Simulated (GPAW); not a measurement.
# TiAl (Pm-3m) in GPAW: convergence with plane-wave cutoff (eV)

Aim: find how far plane-wave cutoff (eV) must go before the results for TiAl settle, at PBE+D3(BJ). This setting moves, with any that are tied to it; all else stays.

Program: GPAW 26.7.0. These are calculated values, not measurements. Logs are shortened: lines on timing, memory, paths and dates and some standing lists are left out, and cuts for length are marked. The log counts tension as positive stress, the text compression.

**1. The crystal as given**

It takes space group Pm-3m (No. 221, cubic). The conventional cell has a = 3.179 Å, b = 3.179 Å, c = 3.179 Å, α = 90.00°, β = 90.00°, γ = 90.00°. Around Ti (site symmetry m-3m) lie 8 Al at 2.75 Å. Al (site symmetry m-3m) is surrounded by 8 Ti at 2.75 Å.

The cell comes from a database or a generator and needn't be the stable form of this composition.

**2. With plane-wave cutoff (eV) 240**

Input file run.py:

```python
import json
import numpy as np
import spglib
from ase.calculators.mixing import SumCalculator
from ase.constraints import FixSymmetry
from ase.filters import FrechetCellFilter
from ase.io import read, write
from ase.optimize import BFGS
from ase.stress import full_3x3_to_voigt_6_stress, voigt_6_to_full_3x3_strain, voigt_6_to_full_3x3_stress
from ase.units import GPa
from dftd3.ase import DFTD3
from gpaw import GPAW, PW

atoms = read('POSCAR')

calc = GPAW(mode=PW(240),
            xc='PBE',
            kpts={'size': (8, 8, 8), 'gamma': True},
            occupations={'name': 'fermi-dirac', 'width': 0.05},
            nbands=17,
            convergence={'density': 1e-06, 'eigenstates': 1e-09},
            maxiter=150,
            symmetry={'tolerance': 0.001},
            txt='gpaw.txt')
atoms.calc = SumCalculator([calc, DFTD3(method='pbe', damping='d3bj')])
atoms.set_constraint(FixSymmetry(atoms))
BFGS(FrechetCellFilter(atoms), trajectory='relax.traj', logfile='-').run(fmax=0.005, steps=40)
atoms.set_constraint()
energy = atoms.get_potential_energy()
forces = atoms.get_forces()
stress = atoms.get_stress()
calc.write('gs.gpw')
write('result.traj', atoms)
print('Cell:', atoms.cell.cellpar().round(4))
print(atoms.get_scaled_positions().round(5))

gpts = tuple(int(n) for n in calc.get_number_of_grid_points())
cell = atoms.cell[:].T
dataset = spglib.get_symmetry((atoms.cell[:], atoms.get_scaled_positions(), atoms.numbers), symprec=1e-4)
rotations = [cell @ w @ np.linalg.inv(cell) for w in dataset['rotations']]
strains, clamped, relaxed = [], [], []
for v in [0, 3]:
    for e in (-0.01, 0.01):
        voigt = np.zeros(6)
        voigt[v] = e
        F = voigt_6_to_full_3x3_strain(voigt)
        a = atoms.copy()
        a.set_cell(atoms.cell[:] @ F, scale_atoms=True)
        c = GPAW(mode=PW(240),
                 xc='PBE',
                 kpts={'size': (8, 8, 8), 'gamma': True},
                 occupations={'name': 'fermi-dirac', 'width': 0.05},
                 nbands=17,
                 convergence={'density': 1e-06, 'eigenstates': 1e-09},
                 maxiter=150,
                 symmetry={'tolerance': 0.001},
                 gpts=gpts,
                 txt=f'strain-{v}{e:+.3f}.txt')
        a.calc = SumCalculator([c, DFTD3(method='pbe', damping='d3bj')])
        s0 = s1 = a.get_stress() - stress
        BFGS(a, logfile=None).run(fmax=0.003, steps=25)
        s1 = a.get_stress() - stress
        print(v, e, 'clamped', (s0 / GPa).round(3), 'relaxed', (s1 / GPa).round(3), flush=True)
        for R in rotations:  # images under the point group
            eps = R @ (F - np.eye(3)) @ R.T
            strains.append(full_3x3_to_voigt_6_stress(eps) * [1, 1, 1, 2, 2, 2])
            for s, rows in ((s0, clamped), (s1, relaxed)):
                rows.append(full_3x3_to_voigt_6_stress(R @ voigt_6_to_full_3x3_stress(s) @ R.T))

C0, C = (np.linalg.lstsq(np.array(strains), np.array(s), rcond=None)[0].T / GPa for s in (clamped, relaxed))
print('Clamped-ion Cij (GPa):')
print(C0.round(1))
print('Relaxed-ion Cij (GPa):')
print(C.round(1))
json.dump({'clamped': C0.tolist(), 'relaxed': C.tolist()}, open('elastic.json', 'w'))
```

Input file POSCAR:

```
TiAl
1.0
    3.1790640000      0.0000000000      0.0000000000
    0.0000000000      3.1790640000      0.0000000000
    0.0000000000      0.0000000000      3.1790640000
Ti Al
1 1
Direct
    0.0000000000      0.0000000000      0.0000000000
    0.5000000000      0.5000000000      0.5000000000
```

Potentials or basis: GPAW PAW data sets (gpaw-data 1.2.1), pw.

Command:

```bash
> OMP_NUM_THREADS=1 python run.py
```

It took 59 s on 1 thread of Arm Neoverse V1, shared host; peak memory 0.19 GiB.

What came out:

```yaml
Free_energy: -11.4964 eV
Relaxed_volume: 15.24 Å³/atom
Relaxed_cell: a = 3.124 Å, b = 3.124 Å, c = 3.124 Å, α = 90.00°, β = 90.00°, γ = 90.00°
Space_group_after_relaxing_to_0.05_Å: Pm-3m (No. 221)
Pressure_after_relaxing: 0.0 GPa
Band_gap_on_the_k_mesh: none (metal or under the smearing width)
Elastic_constants_C11_C12_C44: 104, 139, 84 GPa
Voigt_bulk_modulus: 127 GPa
Dispersion_energy_per_atom: -0.513 eV
```

**3. With plane-wave cutoff (eV) 300**

run.py, as its differences from that of step 2:

```diff
@@ -15,3 +15,3 @@
 
-calc = GPAW(mode=PW(240),
+calc = GPAW(mode=PW(300),
             xc='PBE',
@@ -48,3 +48,3 @@
         a.set_cell(atoms.cell[:] @ F, scale_atoms=True)
-        c = GPAW(mode=PW(240),
+        c = GPAW(mode=PW(300),
                  xc='PBE',
```

POSCAR is that of step 2.

Potentials or basis: GPAW PAW data sets (gpaw-data 1.2.1), pw.

Command:

```bash
> OMP_NUM_THREADS=1 python run.py
```

It took 74 s on 1 thread of Arm Neoverse V1, shared host; peak memory 0.19 GiB.

Results:

| Property | Result |
| --- | --- |
| Free energy | -11.6375 eV |
| Relaxed volume | 15.16 Å³/atom |
| Relaxed cell | a = 3.119 Å, b = 3.119 Å, c = 3.119 Å, α = 90.00°, β = 90.00°, γ = 90.00° |
| Space group after relaxing (to 0.05 Å) | Pm-3m (No. 221) |
| Pressure after relaxing | 0.0 GPa |
| Band gap on the k mesh | none (metal or under the smearing width) |
| Elastic constants C11, C12, C44 | 104, 142, 86 GPa |
| Voigt bulk modulus | 130 GPa |
| Dispersion energy per atom | -0.516 eV |

**4. With plane-wave cutoff (eV) 370**

run.py, as its differences from that of step 3:

```diff
@@ -15,3 +15,3 @@
 
-calc = GPAW(mode=PW(300),
+calc = GPAW(mode=PW(370),
             xc='PBE',
@@ -48,3 +48,3 @@
         a.set_cell(atoms.cell[:] @ F, scale_atoms=True)
-        c = GPAW(mode=PW(300),
+        c = GPAW(mode=PW(370),
                  xc='PBE',
```

POSCAR is that of step 3.

Command:

```bash
> OMP_NUM_THREADS=1 python run.py
```

Run time: 81 s. Hardware: 1 thread of Arm Neoverse V1, shared host; peak memory 0.21 GiB.

What came out:

```
Free energy                            : -11.8172 eV
Relaxed volume                         : 15.27 Å³/atom
Relaxed cell                           : a = 3.126 Å, b = 3.126 Å, c = 3.126 Å, α = 90.00°, β = 90.00°, γ = 90.00°
Space group after relaxing (to 0.05 Å) : Pm-3m (No. 221)
Pressure after relaxing                : 0.0 GPa
Band gap on the k mesh                 : none (metal or under the smearing width)
Elastic constants C11, C12, C44        : 102, 141, 85 GPa
Voigt bulk modulus                     : 128 GPa
Dispersion energy per atom             : -0.512 eV
```

**5. With plane-wave cutoff (eV) 450**

run.py, as its differences from that of step 4:

```diff
@@ -15,3 +15,3 @@
 
-calc = GPAW(mode=PW(370),
+calc = GPAW(mode=PW(450),
             xc='PBE',
@@ -48,3 +48,3 @@
         a.set_cell(atoms.cell[:] @ F, scale_atoms=True)
-        c = GPAW(mode=PW(370),
+        c = GPAW(mode=PW(450),
                  xc='PBE',
```

POSCAR is that of step 4.

Command:

```bash
> OMP_NUM_THREADS=1 python run.py
```

Wall time 94 s (1 thread of Arm Neoverse V1, shared host); peak memory 0.24 GiB.

It converged, with:

* Free energy: -11.8917 eV
* Relaxed volume: 15.48 Å³/atom
* Relaxed cell: a = 3.140 Å, b = 3.140 Å, c = 3.140 Å, α = 90.00°, β = 90.00°, γ = 90.00°
* Space group after relaxing (to 0.05 Å): Pm-3m (No. 221)
* Pressure after relaxing: 0.0 GPa
* Band gap on the k mesh: none (metal or under the smearing width)
* Elastic constants C11, C12, C44: 95, 136, 80 GPa
* Voigt bulk modulus: 122 GPa
* Dispersion energy per atom: -0.505 eV

**6. With plane-wave cutoff (eV) 530**

run.py, as its differences from that of step 5:

```diff
@@ -15,3 +15,3 @@
 
-calc = GPAW(mode=PW(450),
+calc = GPAW(mode=PW(530),
             xc='PBE',
@@ -48,3 +48,3 @@
         a.set_cell(atoms.cell[:] @ F, scale_atoms=True)
-        c = GPAW(mode=PW(450),
+        c = GPAW(mode=PW(530),
                  xc='PBE',
```

POSCAR is that of step 5.

Potentials or basis: GPAW PAW data sets (gpaw-data 1.2.1), pw.

Command:

```bash
> OMP_NUM_THREADS=1 python run.py
```

Wall time 2.7 min (1 thread of Arm Neoverse V1, shared host); peak memory 0.26 GiB.

It converged, with:

```yaml
Free_energy: -11.9064 eV
Relaxed_volume: 15.49 Å³/atom
Relaxed_cell: a = 3.141 Å, b = 3.141 Å, c = 3.141 Å, α = 90.00°, β = 90.00°, γ = 90.00°
Space_group_after_relaxing_to_0.05_Å: Pm-3m (No. 221)
Pressure_after_relaxing: 0.0 GPa
Band_gap_on_the_k_mesh: none (metal or under the smearing width)
Elastic_constants_C11_C12_C44: 96, 136, 80 GPa
Voigt_bulk_modulus: 122 GPa
Dispersion_energy_per_atom: -0.504 eV
```

**7. With plane-wave cutoff (eV) 600**

run.py, as its differences from that of step 6:

```diff
@@ -15,3 +15,3 @@
 
-calc = GPAW(mode=PW(530),
+calc = GPAW(mode=PW(600),
             xc='PBE',
@@ -48,3 +48,3 @@
         a.set_cell(atoms.cell[:] @ F, scale_atoms=True)
-        c = GPAW(mode=PW(530),
+        c = GPAW(mode=PW(600),
                  xc='PBE',
```

POSCAR is that of step 6.

Command:

```bash
> OMP_NUM_THREADS=1 python run.py
```

It took 2.8 min on 1 thread of Arm Neoverse V1, shared host; peak memory 0.29 GiB.

Results (log left out):

```yaml
Free_energy: -11.9224 eV
Relaxed_volume: 15.47 Å³/atom
Relaxed_cell: a = 3.139 Å, b = 3.139 Å, c = 3.139 Å, α = 90.00°, β = 90.00°, γ = 90.00°
Space_group_after_relaxing_to_0.05_Å: Pm-3m (No. 221)
Pressure_after_relaxing: 0.0 GPa
Band_gap_on_the_k_mesh: none (metal or under the smearing width)
Elastic_constants_C11_C12_C44: 97, 136, 81 GPa
Voigt_bulk_modulus: 123 GPa
Dispersion_energy_per_atom: -0.505 eV
```

**8. With plane-wave cutoff (eV) 720**

run.py, as its differences from that of step 7:

```diff
@@ -15,3 +15,3 @@
 
-calc = GPAW(mode=PW(600),
+calc = GPAW(mode=PW(720),
             xc='PBE',
@@ -48,3 +48,3 @@
         a.set_cell(atoms.cell[:] @ F, scale_atoms=True)
-        c = GPAW(mode=PW(600),
+        c = GPAW(mode=PW(720),
                  xc='PBE',
```

POSCAR is that of step 7.

Potentials or basis: GPAW PAW data sets (gpaw-data 1.2.1), pw.

Command:

```bash
> OMP_NUM_THREADS=1 python run.py
```

gpaw.txt:

```text
__  _  _
 | _ |_)|_||  |
 |__||  | ||/\| - 26.7.0

Input parameters:
  mode=PW(ecut=720.0),
  convergence={'density': 1e-06, 'eigenstates': 1e-09},
  kpts=MonkhorstPack(size=(8, 8, 8), gamma=True),
  maxiter=150,
  nbands=17,
  occupations=Occupations(name='fermi-dirac', width=0.05),
  symmetry=Symmetry(tolerance=0.001),
  xc=XC(name='PBE')

Diagonalizing LCAO Hamiltonian
Converting LCAO to pw mode
   .-------.
  /|       |
 * |       |
 | |  Al   |
 | .-------.
 |/       /
 Ti------*

Atoms  # Å, Bohr magnetons
|   | symbol |        x |        y |        z |    initial magnetic moments |
|---|--------|----------|----------|----------|-----------------------------|
| 0 |     Ti | 0.000000 | 0.000000 | 0.000000 | ( 0.0000,  0.0000,  0.0000) |
| 1 |     Al | 1.589532 | 1.589532 | 1.589532 | ( 0.0000,  0.0000,  0.0000) |

Unit cell  # Å
| periodic |        x |        y |        z |  lengths |    angles |
|----------|----------|----------|----------|----------|-----------|
|      yes | 3.179064 | 0.000000 | 0.000000 | 3.179064 | 90.000000 |
|      yes | 0.000000 | 3.179064 | 0.000000 | 3.179064 | 90.000000 |
|      yes | 0.000000 | 0.000000 | 3.179064 | 3.179064 | 90.000000 |

Number of symmetries: 48
Symmetry operations  # r_c * U_cc + t_c -> r_c
|    | kind |            matrix            |
|----|------|------------------------------|
|  0 |  E   |  1, 0, 0,  0, 1, 0,  0, 0, 1 |
|  1 |  σ   |  1, 0, 0,  0, 1, 0,  0, 0,-1 |
|  2 |  σ   |  1, 0, 0,  0, 0, 1,  0, 1, 0 |
|  3 |  C4  |  1, 0, 0,  0, 0, 1,  0,-1, 0 |
|  4 |  C4  |  1, 0, 0,  0, 0,-1,  0, 1, 0 |
|  5 |  σ   |  1, 0, 0,  0, 0,-1,  0,-1, 0 |
|  6 |  σ   |  1, 0, 0,  0,-1, 0,  0, 0, 1 |
|  7 |  C2  |  1, 0, 0,  0,-1, 0,  0, 0,-1 |
|  8 |  σ   |  0, 1, 0,  1, 0, 0,  0, 0, 1 |
[... 171 lines left out ...]
SCF iterations
|iter     | |      energy | eigst |  dens |
|---------|-|-------------|-------|-------|
|iter:   1| |  -11.110795 | +0.29 |       |
|iter:   2| |  -11.067940 | -1.90 | -1.18 |
|iter:   3| |  -10.952214 | -1.63 | -1.22 |
|iter:   4| |  -10.954186 | -2.92 | -1.71 |
|iter:   5| |  -10.953599c| -3.18 | -1.97 |
|iter:   6| |  -10.953724c| -4.15 | -2.68 |
|iter:   7| |  -10.953726c| -5.92 | -3.56 |
|iter:   8| |  -10.953728c| -7.23 | -4.11 |
|iter:   9| |  -10.953728c| -9.20c| -5.28 |
|iter:  10| |  -10.953728c|-10.12c| -5.95 |
|iter:  11| |  -10.953728c|-10.94c| -7.08c|

Converged in 11 steps
Energy contributions relative to reference atoms: (reference = -29827.437547)

Energy contributions:
  Kinetic:          12.304692
  Coulomb:          -9.467438
  Zero:             -0.013036
  External:          0.000000
  Xc:              -13.766564
  Entropy:          -0.022762
  Spinorbit:         0.000000
  ----------------------------
  Free energy:     -10.965109
  Extrapolated:    -10.953728
[... 28 lines left out ...]
Stress tensor  # eV/Ang^3
|         x |         y |         z |
|-----------|-----------|-----------|
| -0.005306 |  0.000000 |  0.000000 |
|  0.000000 | -0.005306 |  0.000000 |
|  0.000000 |  0.000000 | -0.005306 |

Forces  # eV/Ang
|        x |        y |        z |
|----------|----------|----------|
| -0.00000 | -0.00000 | -0.00000 |  # Ti   0
| -0.00000 | -0.00000 |  0.00000 |  # Al   1

Interpolating wave functions to new cell

            Al

       Ti

Atoms  # Å, Bohr magnetons
|   | symbol |        x |        y |        z |    initial magnetic moments |
|---|--------|----------|----------|----------|-----------------------------|
| 0 |     Ti | 0.000000 | 0.000000 | 0.000000 | ( 0.0000,  0.0000,  0.0000) |
| 1 |     Al | 1.584757 | 1.584757 | 1.584757 | ( 0.0000,  0.0000,  0.0000) |

Unit cell  # Å
| periodic |        x |        y |         z |  lengths |    angles |
|----------|----------|----------|-----------|----------|-----------|
|      yes | 3.169514 | 0.000000 |  0.000000 | 3.169514 | 90.000000 |
|      yes | 0.000000 | 3.169514 | -0.000000 | 3.169514 | 90.000000 |
|      yes | 0.000000 | 0.000000 |  3.169514 | 3.169514 | 90.000000 |

Number of symmetries: 48
[... 13 lines left out ...]
Stress tensor  # eV/Ang^3
|         x |         y |         z |
|-----------|-----------|-----------|
| -0.011958 |  0.000000 |  0.000000 |
|  0.000000 | -0.011958 |  0.000000 |
|  0.000000 |  0.000000 | -0.011958 |

Forces  # eV/Ang
|       x |       y |       z |
|---------|---------|---------|
| 0.00000 | 0.00000 | 0.00000 |  # Ti   0
| 0.00000 | 0.00000 | 0.00000 |  # Al   1

Interpolating wave functions to new cell

            Al

       Ti

Atoms  # Å, Bohr magnetons
|   | symbol |        x |        y |        z |    initial magnetic moments |
|---|--------|----------|----------|----------|-----------------------------|
| 0 |     Ti | 0.000000 | 0.000000 | 0.000000 | ( 0.0000,  0.0000,  0.0000) |
| 1 |     Al | 1.569563 | 1.569563 | 1.569563 | ( 0.0000,  0.0000,  0.0000) |

Unit cell  # Å
| periodic |         x |         y |         z |  lengths |    angles |
|----------|-----------|-----------|-----------|----------|-----------|
|      yes |  3.139127 | -0.000000 |  0.000000 | 3.139127 | 90.000000 |
|      yes | -0.000000 |  3.139127 | -0.000000 | 3.139127 | 90.000000 |
|      yes |  0.000000 | -0.000000 |  3.139127 | 3.139127 | 90.000000 |

Number of symmetries: 48
Symmetry operations  # r_c * U_cc + t_c -> r_c
|    | kind |            matrix            |
|----|------|------------------------------|
|  0 |  E   |  1, 0, 0,  0, 1, 0,  0, 0, 1 |
|  1 |  σ   |  1, 0, 0,  0, 1, 0,  0, 0,-1 |
|  2 |  σ   |  1, 0, 0,  0, 0, 1,  0, 1, 0 |
|  3 |  C4  |  1, 0, 0,  0, 0, 1,  0,-1, 0 |
|  4 |  C4  |  1, 0, 0,  0, 0,-1,  0, 1, 0 |
|  5 |  σ   |  1, 0, 0,  0, 0,-1,  0,-1, 0 |
|  6 |  σ   |  1, 0, 0,  0,-1, 0,  0, 0, 1 |
|  7 |  C2  |  1, 0, 0,  0,-1, 0,  0, 0,-1 |
|  8 |  σ   |  0, 1, 0,  1, 0, 0,  0, 0, 1 |
[... 171 lines left out ...]
SCF iterations
|iter     | |      energy | eigst |  dens |
|---------|-|-------------|-------|-------|
|iter:   1| |  -10.958951 | -0.99 |       |
|iter:   2| |  -10.948283 | -3.48 | -1.75 |
|iter:   3| |  -10.927366 | -2.56 | -1.82 |
|iter:   4| |  -10.927613 | -4.27 | -2.43 |
|iter:   5| |  -10.927905c| -4.43 | -2.72 |
|iter:   6| |  -10.927927c| -5.84 | -3.44 |
|iter:   7| |  -10.927931c| -6.44 | -3.86 |
|iter:   8| |  -10.927931c| -8.73 | -4.73 |
|iter:   9| |  -10.927931c| -9.12c| -5.41 |
|iter:  10| |  -10.927931c| -9.96c| -6.36c|

Converged in 10 steps
Energy contributions relative to reference atoms: (reference = -29827.437547)

Energy contributions:
  Kinetic:          15.678175
  Coulomb:         -12.027906
  Zero:             -0.015071
  External:          0.000000
  Xc:              -14.552326
  Entropy:          -0.021607
  Spinorbit:         0.000000
  ----------------------------
  Free energy:     -10.938734
  Extrapolated:    -10.927931
[... 28 lines left out ...]
Stress tensor  # eV/Ang^3
|         x |         y |         z |
|-----------|-----------|-----------|
| -0.034905 |  0.000000 |  0.000000 |
|  0.000000 | -0.034905 |  0.000000 |
|  0.000000 |  0.000000 | -0.034905 |

Forces  # eV/Ang
|       x |       y |       z |
|---------|---------|---------|
| 0.00000 | 0.00000 | 0.00000 |  # Ti   0
| 0.00000 | 0.00000 | 0.00000 |  # Al   1

Interpolating wave functions to new cell

            Al

       Ti

Atoms  # Å, Bohr magnetons
|   | symbol |        x |        y |        z |    initial magnetic moments |
|---|--------|----------|----------|----------|-----------------------------|
| 0 |     Ti | 0.000000 | 0.000000 | 0.000000 | ( 0.0000,  0.0000,  0.0000) |
| 1 |     Al | 1.570136 | 1.570136 | 1.570136 | ( 0.0000,  0.0000,  0.0000) |

Unit cell  # Å
| periodic |         x |         y |         z |  lengths |    angles |
|----------|-----------|-----------|-----------|----------|-----------|
|      yes |  3.140272 | -0.000000 | -0.000000 | 3.140272 | 90.000000 |
|      yes |  0.000000 |  3.140272 | -0.000000 | 3.140272 | 90.000000 |
|      yes | -0.000000 | -0.000000 |  3.140272 | 3.140272 | 90.000000 |

Number of symmetries: 48
Symmetry operations  # r_c * U_cc + t_c -> r_c
|    | kind |            matrix            |
|----|------|------------------------------|
|  0 |  E   |  1, 0, 0,  0, 1, 0,  0, 0, 1 |
|  1 |  σ   |  1, 0, 0,  0, 1, 0,  0, 0,-1 |
|  2 |  σ   |  1, 0, 0,  0, 0, 1,  0, 1, 0 |
|  3 |  C4  |  1, 0, 0,  0, 0, 1,  0,-1, 0 |
|  4 |  C4  |  1, 0, 0,  0, 0,-1,  0, 1, 0 |
|  5 |  σ   |  1, 0, 0,  0, 0,-1,  0,-1, 0 |
|  6 |  σ   |  1, 0, 0,  0,-1, 0,  0, 0, 1 |
|  7 |  C2  |  1, 0, 0,  0,-1, 0,  0, 0,-1 |
|  8 |  σ   |  0, 1, 0,  1, 0, 0,  0, 0, 1 |
[... 225 lines left out ...]
Stress tensor  # eV/Ang^3
|         x |         y |         z |
|-----------|-----------|-----------|
| -0.033991 |  0.000000 |  0.000000 |
|  0.000000 | -0.033991 |  0.000000 |
|  0.000000 |  0.000000 | -0.033991 |

Forces  # eV/Ang
|       x |        y |       z |
|---------|----------|---------|
| 0.00000 | -0.00000 | 0.00000 |  # Ti   0
| 0.00000 |  0.00000 | 0.00000 |  # Al   1

# Writing to gs.gpw (mode='')
```

Run time: 2.7 min. Hardware: 1 thread of Arm Neoverse V1, shared host; peak memory 0.34 GiB.

Results:

```
Free energy                            : -11.9494 eV
Relaxed volume                         : 15.48 Å³/atom
Relaxed cell                           : a = 3.140 Å, b = 3.140 Å, c = 3.140 Å, α = 90.00°, β = 90.00°, γ = 90.00°
Space group after relaxing (to 0.05 Å) : Pm-3m (No. 221)
Pressure after relaxing                : 0.0 GPa
Band gap on the k mesh                 : none (metal or under the smearing width)
Elastic constants C11, C12, C44        : 96, 136, 81 GPa
Voigt bulk modulus                     : 123 GPa
Dispersion energy per atom             : -0.505 eV
```

**9. Result**

| plane-wave cutoff (eV) | energy less the tightest run, at zero smearing (meV/atom) | SCF cycles | CPU time (s) | peak memory (GiB) |
| --- | --- | --- | --- | --- |
| 240 | 226.36 | 10 | 59 | 0.19 |
| 300 | 155.77 | 10 | 74 | 0.19 |
| 370 | 66.01 | 11 | 81 | 0.21 |
| 450 | 28.86 | 11 | 94 | 0.24 |
| 530 | 21.48 | 11 | 160 | 0.26 |
| 600 | 13.50 | 11 | 170 | 0.29 |
| 720 | 0.00 | 11 | 160 | 0.34 |

Not settled before the last step: the energy (to 1 meV/atom). The tightest run that finished is the yardstick and may itself not be fully converged.

Caveats: the density grid can change from cell to cell, which puts small steps into energies and stress; the elastic tensor has a negative eigenvalue, so either the cell is unstable as it stands or the mesh is too thin; pairwise dispersion overbinds metals, which lowers pressure and volume.
